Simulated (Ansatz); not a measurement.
# KF (Carobbiite) (Fm-3m) in Ansatz: convergence with k mesh

Aim: find how far k mesh must go before the results for KF (Carobbiite) settle, at r2SCAN. This setting moves, with any that are tied to it; all else stays.

All numbers are computed with Ansatz 0.2.0; they aren't measurements. Logs are shortened: lines on timing, memory, paths and dates and some standing lists are left out, and cuts for length are marked.

## Step 1: The structure

It takes space group Fm-3m (No. 225, cubic). Conventional cell: a = 5.344 Å, b = 5.344 Å, c = 5.344 Å, α = 90.00°, β = 90.00°, γ = 90.00°. K (site symmetry m-3m) has 6 F at 2.67 Å as nearest neighbours. F (site symmetry m-3m) is surrounded by 6 K at 2.67 Å.

## Step 2: With k mesh 3 × 3 × 3

input.yaml reads:

```yaml
crystal:
  lattice:
    - [0.0, 2.67185, 2.67185]
    - [2.67185, 0.0, 2.67185]
    - [2.67185, 2.67185, 0.0]
  atoms:
    - { symbol: K, position: [0.0, 0.0, 0.0] }
    - { symbol: F, position: [0.5, 0.5, 0.5] }
hamiltonian:
  xc: r2scan
  pseudopotentials: { kind: paw }
kpoints:
  mp_grid: { grid: [3, 3, 3] }
scf:
  occupations: { method: gaussian, width: 0.1 }
output:
  forces: true
  stress: true
  eigenvalues: true
```

Potentials or basis: Ansatz PAW.

Run with:

```console
$ ansatz run input.yaml --threads 2 --pin off --max-ram 5632MiB --backend cpu --events-out ev --progress --plain --runs-dir out
```

The program printed:

```text
Warning: RAYON_NUM_THREADS=2 ignored (pool sized by the plan → 2); use --threads N
Engine: ansatz 0.2.0, aarch64-unknown-linux-gnu
Pseudopotentials: kind: paw
Pseudopotential: K, paw, valence charge 9, recommended cutoff 500 eV (meta_gga), K.paw.azcp
Pseudopotential: F, paw, valence charge 7, recommended cutoff 500 eV (meta_gga), F.paw.azcp
Functional definition: r2SCAN
  parameter k0 = 0.174
  parameter k1 = 0.065
  parameter a1 = 4.9479
  exchange = r2scan_x(k0 = k0, k1 = k1, a1 = a1)
  correlation = r2scan_c
Crystal: 2 atoms, lattice volume = 38.148 Å³
Basis set: ecut = 500 eV, 941 PW (Γ), exchange–correlation on 120×120×120 points (64 copies of the dense FFT grid, shifted against one another)
Bands: 12, of which v1, the nominal top of the filled ones, is band 8 counted from 1 (7 counted from 0)
Symmetry: 48 space group operations
Space group: Fm-3m (ITA 225), of the structure as read, at distance tolerance 3.4e-5 Å
k-points: 4 of 27
Non-local potential: K, projectors of the file, l = 0: 3, l = 1: 2, l = 2: 2
Non-local potential: F, projectors of the file, l = 0: 2, l = 1: 2, l = 2: 1
PAW form: soft (Blöchl's): semilocal exchange-correlation on the pseudo side does not see the compensation charge
PAW frozen core: K, regenerated for the run's functional (the file was generated under x = pbe(κ = 0.804, μ = 0.2195149727645171), c = pbe(β = 0.06672455060314922))
PAW frozen core: F, regenerated for the run's functional (the file was generated under x = pbe(κ = 0.804, μ = 0.2195149727645171), c = pbe(β = 0.06672455060314922))
PAW one-centre angular grid: K, 302 points (default); XC on 160 Gauss nodes
PAW one-centre angular grid: F, 302 points (default); XC on 160 Gauss nodes
Initial density: superposition of atomic densities (neutral atoms: chi_scale 0, normalization atom), corrected by the library's trained network
Initial wavefunctions: pseudopotential atomic-orbital guess
Functional: x = r2scan, c = r2scan; τ floored in thin density (d = 2e-4 eV/Å³)
SCF iter   1: F=—  HF=-2355.150798 eV  |F-HF|=—  |Δ(HF+E_count)|=         —  Δρ=7.40e-3  dr2=1.94e-2  dr2_τ=2.71e-2  ethr=1.77e-3  ⟨swp⟩=5.5  Hψ=290  notcnv=0
preconditioner: auto → none  [insulator: Δε(μ)=7.145 eV  Ē_g=18.825 eV  σ=0.100 eV  W_gap=1.00  n_scr=14 (ndim 8)  ℏωp=22.5 eV  f_vac=0.133  D(μ)=0.00/eV (n_scr^D=0)  ε∞_Penn≈2.4]
SCF iter   2: F=—  HF=-2355.191046 eV  |F-HF|=—  |Δ(HF+E_count)|=   4.02e-2  Δρ=5.23e-3  dr2=3.73e-3  dr2_τ=8.67e-4  ethr=1.21e-4  ⟨swp⟩=2.0  Hψ=124  notcnv=0
SCF iter   3: F=—  HF=-2355.190183 eV  |F-HF|=—  |Δ(HF+E_count)|=   8.62e-4  Δρ=1.50e-3  dr2=3.17e-4  dr2_τ=5.89e-5  ethr=2.33e-5  ⟨swp⟩=2.0  Hψ=76  notcnv=0
SCF iter   4: F=—  HF=-2355.190152 eV  |F-HF|=—  |Δ(HF+E_count)|=   3.14e-5  Δρ=2.33e-4  dr2=4.49e-6  dr2_τ=2.17e-6  ethr=1.98e-6  ⟨swp⟩=2.0  Hψ=68  notcnv=0
SCF iter   5: F=—  HF=-2355.190150 eV  |F-HF|=—  |Δ(HF+E_count)|=   1.71e-6  Δρ=3.18e-5  dr2=1.29e-7  dr2_τ=3.62e-8  ethr=2.81e-8  ⟨swp⟩=2.2  Hψ=74  notcnv=0
SCF iter   6: F=-2355.190150 eV  HF=-2355.190150 eV  |F-HF|=5.15e-9  |Δ(HF+E_count)|=   1.41e-7  Δρ=4.90e-6  dr2=3.83e-9  dr2_τ=9.28e-10  ethr=6.25e-10  ⟨swp⟩=5.0  Hψ=213  notcnv=0
SCF 1 converged in 6 iterations: F = -2355.190150 eV  dr2 = 3.83e-9
SCF converged after 6 iterations
Free energy (F): -2355.190150 eV
Harris-Foulkes:  -2355.190150 eV  (|F-HF|=5.15e-9)
Internal energy: -2355.190150 eV  (E = F + TS)
E sigma→0 (E₀):  -2355.190150 eV
Fermi energy:    4.332850 eV
--- Per-component energies (eV) ---
  E_band       = -138.824478
  E_kinetic    = 463.608041
  E_local      = -1112.306813  (includes V_loc(G=0)·N_el)
  E_nonlocal   = 85.223482
  E_hartree    = 401.780192
  E_xc         = -214.547327
  E_vxc        = -304.700551  (∫ρ·V_xc dr)
  E_paw        = -990.659193  (= ΣΔE_a)
  E_vpaw       = -94.211793  (= ΣTr[D̂ρ^β])
  E_aug_tail   = 0.000982  (compensation charges beyond the density's cutoff)
  E_vtau       = 20.003180  (kinetic-family band-sum trace: ∫τ·v_τ [+ j·A + Jᵃ·Aᵃ] dr)
  E_ewald      = -988.061939
  E_core_change = -0.227577  (= ΣΔE_core)
  E_smearing   = -0.000000  (= −TS)
  E_closure    = -0.000000  (closes the sum)
  Σ components = -2355.190150   (vs F -2355.190150, Δ=0.00e0)
--- Forces (eV/Å), atoms counted from 1 ---
  atom   1  K     -0.00000000     0.00000000     0.00000000
  atom   2  F      0.00000000    -0.00000000    -0.00000000
  max |Σ_I F_I| component: 4.68e-29 eV/Å
--- Stress (GPa, compression-positive) ---
       -0.484645      -0.000000      -0.000000
       -0.000000      -0.484645       0.000000
        0.000000      -0.000000      -0.484645
  P = ⅓ Tr σ = -0.4846 GPa (-4.846 kbar)
--- Band table (eV) ---
  k-point 0: bands = ["-26.1262", "-18.8720", "-8.6083", "-8.6083", "-8.6083", "0.9177", "0.9177", "0.9177", "7.7464", "12.3746", "12.3746", "12.3746"]
  k-point 1: bands = ["-26.0544", "-18.9370", "-8.8182", "-8.6348", "-8.6348", "0.3210", "0.6622", "0.6622", "10.0291", "11.6431", "13.4844", "13.4844"]
  k-point 2: bands = ["-26.0372", "-18.9071", "-8.9391", "-8.7663", "-8.7663", "0.5044", "0.8660", "0.8660", "10.1657", "10.6051", "14.1046", "14.7449"]
  k-point 3: bands = ["-26.0129", "-18.9285", "-9.0032", "-8.8417", "-8.7164", "0.4626", "0.6636", "0.7505", "10.8146", "11.8517", "13.2263", "14.9328"]
```

Run time: 0.65 s. Hardware: 2 threads of Arm Neoverse V2, shared host; peak memory 0.36 GiB.

What came out:

| Quantity | Value |
| --- | --- |
| Free energy | -2355.1902 eV |
| Pressure | -0.5 GPa |
| Band gap on the k mesh | 6.83 eV, direct |

## Step 3: With k mesh 4 × 4 × 4

Changes to input.yaml since step 2:

```diff
@@ -12,3 +12,3 @@
 kpoints:
-  mp_grid: { grid: [3, 3, 3] }
+  mp_grid: { grid: [4, 4, 4] }
 scf:
```

Potentials or basis: Ansatz PAW.

Run with:

```console
$ ansatz run input.yaml --threads 2 --pin off --max-ram 5632MiB --backend cpu --events-out ev --progress --plain --runs-dir out
```

It took 0.72 s on 2 threads of Arm Neoverse V2, shared host; peak memory 0.36 GiB.

What came out:

- Free energy: -2355.1908 eV
- Pressure: -0.5 GPa
- Band gap on the k mesh: 6.83 eV, direct

## Step 4: With k mesh 5 × 5 × 5

Changes to input.yaml since step 3:

```diff
@@ -12,3 +12,3 @@
 kpoints:
-  mp_grid: { grid: [4, 4, 4] }
+  mp_grid: { grid: [5, 5, 5] }
 scf:
```

Run with:

```console
$ ansatz run input.yaml --threads 2 --pin off --max-ram 5632MiB --backend cpu --events-out ev --progress --plain --runs-dir out
```

It took 0.76 s on 2 threads of Arm Neoverse V2, shared host; peak memory 0.36 GiB.

Results:

* Free energy: -2355.1908 eV
* Pressure: -0.5 GPa
* Band gap on the k mesh: 6.83 eV, direct

## Step 5: With k mesh 6 × 6 × 6

Changes to input.yaml since step 4:

```diff
@@ -12,3 +12,3 @@
 kpoints:
-  mp_grid: { grid: [5, 5, 5] }
+  mp_grid: { grid: [6, 6, 6] }
 scf:
```

Run with:

```console
$ ansatz run input.yaml --threads 2 --pin off --max-ram 5632MiB --backend cpu --events-out ev --progress --plain --runs-dir out
```

Run time: 0.89 s. Hardware: 2 threads of Arm Neoverse V2, shared host; peak memory 0.37 GiB.

Results:

```
Free energy            : -2355.1909 eV
Pressure               : -0.5 GPa
Band gap on the k mesh : 6.83 eV, direct
```

## Step 6: With k mesh 8 × 8 × 8

Changes to input.yaml since step 5:

```diff
@@ -12,3 +12,3 @@
 kpoints:
-  mp_grid: { grid: [6, 6, 6] }
+  mp_grid: { grid: [8, 8, 8] }
 scf:
```

Potentials or basis: Ansatz PAW.

Run with:

```console
$ ansatz run input.yaml --threads 2 --pin off --max-ram 5632MiB --backend cpu --events-out ev --progress --plain --runs-dir out
```

It took 1.1 s on 2 threads of Arm Neoverse V2, shared host; peak memory 0.38 GiB.

Results (log left out):

```yaml
Free_energy: -2355.1909 eV
Pressure: -0.5 GPa
Band_gap_on_the_k_mesh: 6.83 eV, direct
```

## Step 7: With k mesh 10 × 10 × 10

Changes to input.yaml since step 6:

```diff
@@ -12,3 +12,3 @@
 kpoints:
-  mp_grid: { grid: [8, 8, 8] }
+  mp_grid: { grid: [10, 10, 10] }
 scf:
```

Run with:

```console
$ ansatz run input.yaml --threads 2 --pin off --max-ram 5632MiB --backend cpu --events-out ev --progress --plain --runs-dir out
```

It took 1.5 s on 2 threads of Arm Neoverse V2, shared host; peak memory 0.4 GiB.

Results (log left out):

```yaml
Free_energy: -2355.1908 eV
Pressure: -0.5 GPa
Band_gap_on_the_k_mesh: 6.83 eV, direct
```

## Step 8: With k mesh 12 × 12 × 12

Changes to input.yaml since step 7:

```diff
@@ -12,3 +12,3 @@
 kpoints:
-  mp_grid: { grid: [10, 10, 10] }
+  mp_grid: { grid: [12, 12, 12] }
 scf:
```

Run with:

```console
$ ansatz run input.yaml --threads 2 --pin off --max-ram 5632MiB --backend cpu --events-out ev --progress --plain --runs-dir out
```

Run time: 2 s. Hardware: 2 threads of Arm Neoverse V2, shared host; peak memory 0.42 GiB.

The run converged. Its results:

| Property | Result |
| --- | --- |
| Free energy | -2355.1908 eV |
| Pressure | -0.5 GPa |
| Band gap on the k mesh | 6.83 eV, direct |

## Step 9: With k mesh 14 × 14 × 14

Changes to input.yaml since step 8:

```diff
@@ -12,3 +12,3 @@
 kpoints:
-  mp_grid: { grid: [12, 12, 12] }
+  mp_grid: { grid: [14, 14, 14] }
 scf:
```

Potentials or basis: Ansatz PAW.

Run with:

```console
$ ansatz run input.yaml --threads 2 --pin off --max-ram 5632MiB --backend cpu --events-out ev --progress --plain --runs-dir out
```

It took 2.6 s on 2 threads of Arm Neoverse V2, shared host; peak memory 0.44 GiB.

Results (log left out):

- Free energy: -2355.1908 eV
- Pressure: -0.5 GPa
- Band gap on the k mesh: 6.83 eV, direct

## Step 10: The series at a glance

| k mesh | energy less the tightest run, at zero smearing (meV/atom) | SCF cycles | CPU time (s) | peak memory (GiB) |
| --- | --- | --- | --- | --- |
| 3 × 3 × 3 | 0.35 | 6 | 1.1 | 0.36 |
| 4 × 4 × 4 | 0.01 | 6 | 1.3 | 0.36 |
| 5 × 5 × 5 | 0.00 | 6 | 1.4 | 0.36 |
| 6 × 6 × 6 | -0.01 | 6 | 1.6 | 0.37 |
| 8 × 8 × 8 | -0.01 | 6 | 2.1 | 0.38 |
| 10 × 10 × 10 | 0.00 | 6 | 2.9 | 0.4 |
| 12 × 12 × 12 | 0.00 | 6 | 3.9 | 0.42 |
| 14 × 14 × 14 | 0.00 | 6 | 5.1 | 0.44 |

Against the tightest run, the energy stays within 1 meV/atom from 3 × 3 × 3 on. Meshes of other sizes hit other points, so gaps and Fermi surfaces needn't settle smoothly. The tightest run that finished is the yardstick and may itself not be fully converged.

Caveats: the PAW data sets come from PBE, with cores solved anew for the run's functional, which leaves a small shift of forces and pressure.
